Changing the density functional typically moves the computed volume of a metallic crystal by a few percent, and its bond lengths by about a third as much. For the intermetallic compound AlRu, the volumes below span about a tenth from the smallest to the largest. That is some 3 percent in length, enough to spoil a computed density or a lattice match.

Equilibrium volumes of AlRu (Pm-3m) from VASP density-functional calculations, without spin polarisation and with Fermi-Dirac smearing of 0.05 eV. The basis column gives the plane-wave cutoff. Volumes are for a static lattice and come from cell relaxation, except for PBE, where an equation of state was fitted to energies of scaled cells.

| method | rung | potentials | basis | k mesh | equilibrium volume (Å³/atom) |
| --- | --- | --- | --- | --- | --- |
| LDA | LDA | VASP PAW LDA potentials, recommended | 600 eV | 9x9x9 2-atom cell | 12.909 |
| AM05 | GGA | VASP PAW PBE potentials, recommended | 600 eV | 9x9x9 2-atom cell | 13.143 |
| BEEF-vdW | GGA | VASP PAW PBE potentials, recommended | 600 eV | 9x9x9 2-atom cell | 13.624 |
| PBE | GGA | VASP PAW PBE potentials, recommended | 520 eV | 9x9x9 2-atom cell | 13.547 |
| RPBE | GGA | VASP PAW PBE potentials, recommended | 600 eV | 9x9x9 2-atom cell | 13.779 |
| optB86b-vdW | GGA | VASP PAW PBE potentials, recommended | 600 eV | 9x9x9 2-atom cell | 13.365 |
| rev-vdW-DF2 | GGA | VASP PAW PBE potentials, recommended | 600 eV | 9x9x9 2-atom cell | 13.377 |
| revPBE | GGA | VASP PAW PBE potentials, recommended | 600 eV | 9x9x9 2-atom cell | 13.709 |
| vdW-DF | GGA | VASP PAW PBE potentials, recommended | 600 eV | 9x9x9 2-atom cell | 13.926 |
| vdW-DF2 | GGA | VASP PAW PBE potentials, recommended | 600 eV | 9x9x9 2-atom cell | 14.284 |
| HSE06 | hybrid | VASP PAW PBE potentials, recommended | 600 eV | 5x5x5 2-atom cell | 13.215 |
| PBE0 | hybrid | VASP PAW PBE potentials, recommended | 600 eV | 5x5x5 2-atom cell | 13.179 |

A functional has two parts, exchange and correlation. LDA computes both from the local electron density, while a GGA also uses the density's gradient. Five functionals labelled GGA here go further: BEEF-vdW, optB86b-vdW, rev-vdW-DF2, vdW-DF and vdW-DF2 contain nonlocal correlation, which links the density at one point to that at another and so describes van der Waals attraction.

**(a) A simple picture says that van der Waals correlation pulls atoms together and so shrinks the cell. Does it hold for AlRu? Find the fairest test in the table and explain its result.**

*Solution.* A first look compares the five functionals with PBE, a GGA without nonlocal correlation. Three of them give a larger cell, and vdW-DF2 exceeds PBE by 5.4 percent in volume. The other two, optB86b-vdW and rev-vdW-DF2, give a smaller one. This already speaks against the picture, but the comparison is not clean, because all five differ from PBE in exchange as well as in correlation.

The fair test is the step from revPBE to vdW-DF. These two functionals have the same exchange and differ only in correlation, and they were run with the same potentials, cutoff and mesh. The volume rises from 13.709 to 13.926 Å³/atom, or by 1.6 percent. Bringing in the van der Waals functional has made the crystal larger.

The size of this step is easier to judge as a pressure. The PBE energy curve of the same crystal gives a bulk modulus of about 205 GPa, so an expansion of 1.6 percent corresponds to an outward push of roughly $0.016 \times 205 \approx 3$ GPa. The pressure left in the relaxed cells is at most 0.13 GPa. The expansion is therefore no leftover of an unfinished relaxation. Two other sources of error remain. Both runs use potentials made for PBE, and their 9×9×9 mesh of k points is a working choice, not a converged limit. Such errors should partly cancel between two runs with the same settings, but how far they do is untested.

The reason lies in how vdW-DF is built. Its nonlocal term is not added to the correlation of revPBE. It takes the place of the gradient part of that correlation, and only the local part stays.

The part that is removed had an effect of its own. In PBE-type correlation, which revPBE shares, the gradient term weakens the correlation energy wherever the density varies strongly. Pulling the atoms apart makes the density more uneven, so this term resists expansion and favours a compact crystal. The step to vdW-DF removes that inward pull and puts the pull of the nonlocal term in its place.

The computed volumes show that replacing the one by the other ends in a net expansion. The account of the two pulls is theory, and the net change does not give the size of either. The simple picture fails because it imagines an attraction laid on top of an unchanged functional. That image suits a separate dispersion correction added to a finished GGA, but not a functional whose correlation has been rebuilt.

**(b) vdW-DF and vdW-DF2 also give much larger cells than optB86b-vdW and rev-vdW-DF2. Which ingredient makes that difference, and by what mechanism?**

*Solution.* Now hold the correlation fixed and change the exchange. vdW-DF and optB86b-vdW share their correlation, yet their volumes differ by 0.561 Å³/atom. vdW-DF2 and rev-vdW-DF2 form a second such pair and differ by 0.907 Å³/atom. These steps are about 2.6 and 4.2 times the correlation step of part (a). Within each pair, exchange makes the difference. The recorded inputs bear this out: all four runs switch off the gradient part of the PBE correlation, and the two members of each pair use the same nonlocal term.

The answer depends on the yardstick, though. Measured from PBE, vdW-DF is larger by 0.379 Å³/atom. The step from PBE to revPBE, which changes only the exchange, supplies 0.162 of this, and the change of correlation supplies the other 0.217. Against PBE, then, the new correlation does somewhat more than the exchange.

To see how exchange can push atoms apart, write the exchange energy of a gradient-corrected functional as

$$E_x=\int n\,\varepsilon_x(n)\,F(s)\,d^3r,\qquad s=\frac{|\nabla n|}{2(3\pi^2)^{1/3}\,n^{4/3}} .$$

Here $n$ is the electron density and $\varepsilon_x$, a negative number, is the exchange energy per electron of a uniform gas. The reduced gradient $s$ measures how fast the density changes on the scale of the electrons' own wavelength. The enhancement factor $F$ equals 1 in LDA and grows with $s$ in the GGAs used here, at least over the range that matters in a solid.

On the outer flank of an atom the density falls roughly exponentially, so $|\nabla n|/n$ is nearly constant and $s$ varies as $n^{-1/3}$. Between two atoms the flanks overlap: their densities add and their opposite slopes partly cancel, and both effects keep $s$ small. Expansion undoes this, so $s$ and $F$ rise there, which adds to the exchange energy gained over LDA. The density there also becomes thinner, which gives the gain less weight, but in solids the rise of $F$ generally wins. Compared with LDA exchange, such a functional therefore rewards expansion, and one whose $F$ climbs faster usually rewards it more.

The crystal's stiffness turns this reward into a volume. Let $V_0$ be the equilibrium volume with the first exchange, $B$ the bulk modulus, and $\delta E(V)$ the energy change when the second exchange replaces the first. Near the minimum the energy is

$$E(V)\approx E_0+\frac{B}{2V_0}(V-V_0)^2+\delta E(V),$$

and setting its slope to zero gives

$$\Delta V=-\frac{V_0}{B}\,\frac{d\,\delta E}{dV}.$$

A constant shift in energy leaves the volume alone. Only an energy gain that grows on expansion moves the minimum outward.

This also explains why optB86b-vdW and rev-vdW-DF2 end up below PBE. Their exchange was designed to cure the overlong bonds of the older van der Waals functionals, and up to $s=1$ its $F$ rises only between half and two thirds as far as that of PBE. Their small cells are thus no sign of a stronger van der Waals attraction: with the same correlation but a steeper exchange, both cells swell past PBE.

**(c) Turn the mechanism into an estimate. Use the vdW-DF2 pair to set the scale, predict the other exchange steps, and say where the estimate breaks down.**

*Solution.* The simplest model replaces the whole range of $s$ in the crystal by one typical value. The factors $F$ compared here all start from 1 at $s=0$, so the height reached at that typical $s$ measures how fast each has climbed. At fixed correlation the volume change should then be

$$\Delta V\approx C\,\Delta F(s),$$

where $\Delta F$ is the difference between the two enhancement factors, taken from their defining formulas. The constant $C$ gathers up the stiffness and the amount of density involved. A simple first choice is $s=1$, a size that reduced gradients commonly reach in the valence region of a solid; the runs do not record the actual values.

From rev-vdW-DF2 to vdW-DF2, $F(1)$ rises by 0.114 and the volume by 0.907 Å³/atom. This one pair fixes the constant at

$$C\approx\frac{0.907}{0.114}\approx 8.0\ \text{Å}^3/\text{atom}.$$

From optB86b-vdW to vdW-DF, $F(1)$ rises by 0.074, so the predicted expansion is $8.0\times0.074\approx0.59$ Å³/atom. The computed one is 0.561, and the estimate is about 5 percent too large. This second pair had no part in setting $C$.

A harder test is the group PBE, revPBE and RPBE, which share PBE correlation and differ only in exchange. The model gets the order right: revPBE is larger than PBE, and RPBE is larger still. The sizes are less good. It predicts expansions of 0.11 and 0.16 Å³/atom from PBE, where the calculation gives 0.162 and 0.232, so both estimates are about 30 percent too small.

The likely reason is that these three factors separate late. From $s=1$ to $s=1.5$ the gap between revPBE and PBE more than triples, while the gap within the vdW-DF2 pair, which sets $C$, grows by only about a quarter. A reading at $s=1$ therefore catches little of the difference within the PBE group, while parts of the crystal with larger $s$ feel more of it. The lower cutoff of the PBE run is unlikely to matter much: its computed pressure passes through zero at the volume of lowest energy, whereas a poor basis would set the two apart.

Moving the typical gradient up to $s=1.5$ does not cure the model. With $C$ set again on the vdW-DF2 pair, the step from optB86b-vdW to vdW-DF comes out 44 percent too large, and the step from PBE to revPBE nearly twice as large as computed. A value in between would help the PBE group but worsen the step to vdW-DF, which is already too large at $s=1$. A real crystal holds a spread of reduced gradients, and no single value stands for all of them equally well. The model is good for the direction and rough size of an exchange step, not for its second digit.

For practical work, the lesson is to read a functional's name as two choices. If a van der Waals functional gives a surprisingly large metallic cell, compare it with one functional that has the same correlation and another exchange, and with one that has the same exchange and another correlation. In this table the first kind of comparison moves the volume by up to 0.9 Å³/atom, and the second, possible only once, moves it by 0.2. Together they show what each ingredient does; which volume is closest to nature is a matter for measurement, although vdW-DF and vdW-DF2 are generally known to make solids too large.

The two hybrids leave a question open. HSE06 and PBE0 also keep the correlation of PBE and change its exchange, by mixing in a share of exact exchange, and their cells are smaller than that of PBE by 0.33 and 0.37 Å³/atom. But they were run on a 5×5×5 mesh of k points and PBE on a 9×9×9 mesh, and the energy of a metal is sensitive to that mesh. How much of the contraction belongs to exact exchange, and how much to the coarser mesh? A PBE relaxation on the 5×5×5 mesh would measure the ordinary mesh effect. It would not settle the whole question, because exact exchange has a mesh error of its own, which fades slowly in the unscreened PBE0, and both hybrids were run with a reduced-precision setting for the exchange term. Hybrid runs on finer meshes and with the full setting are needed as well. They would also test a change in the filled states. At the centre of the Brillouin zone, the recorded runs without exact exchange have empty levels 0.2 to 0.3 eV above the Fermi energy, while in the hybrids the corresponding levels appear to be filled, 0.5 to 0.7 eV below it.
